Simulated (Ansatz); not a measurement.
# Rh: the cost of one run

Method: DFT PBE, scalar-relativistic, plane waves, PAW, in Ansatz 0.2.0.

## (1) Starting point

Symmetry: Fm-3m, No. 225, cubic system. Conventional cell: a = 3.830 Å, b = 3.830 Å, c = 3.830 Å, α = 90.00°, β = 90.00°, γ = 90.00°. Rh (site symmetry m-3m) is surrounded by 12 Rh at 2.71 Å.

As a file:

```
Rh
1.0
     0.00000    1.91505    1.91505
     1.91505    0.00000    1.91505
     1.91505    1.91505    0.00000
Rh
1
Direct
  0.00000 0.00000 0.00000
```

This cell was relaxed beforehand with the same method: volume 14.05 Å³/atom, gap on the mesh none (metal).

## (2) Plan of the line

The energy is mapped over two homogeneous strains (x along [1 0 0], y along [0 1 0], z along [0 0 1] of the conventional cell).

- engineering shear strain xy: 7 values from −30 to 30 %
- equal normal strain along x and y: 7 values from −4.00 to 4.00 %

Nothing else is relaxed (symmetry fixes all fractional coordinates). Energies count from the relaxed crystal. Points are written as (first, second).

## (3) Grid point (−30 %, −4.00 %)

File input.yaml:

```yaml
crystal:
  lattice:
    - [-0.2872578633, 1.8384503252, 1.9150524221]
    - [1.8384503252, -0.2872578633, 1.9150524221]
    - [1.5511924619, 1.5511924619, 0.0]
  atoms:
    - { symbol: Rh, position: [0.0, 0.0, 0.0] }
basis:
  ecutwfc: 420
kpoints:
  mp_grid: { grid: [20, 20, 20] }
hamiltonian:
  xc: pbe
  pseudopotentials: { kind: paw, azcp: { folder: soft_1 } }
scf:
  occupations: { method: gaussian, width: 0.15 }
output:
  forces: true
  stress: true
  eigenvalues: true
```

The run is started by

```
ansatz run input.yaml --threads 1 --pin off --max-ram 2048MiB --backend cpu --events-out ev --progress --plain --runs-dir out
```

**Question.** How long does this run take on 1 thread of Arm Neoverse V1, shared host, and how much memory does it need?

About 14 s, with a peak of 0.45 GiB.
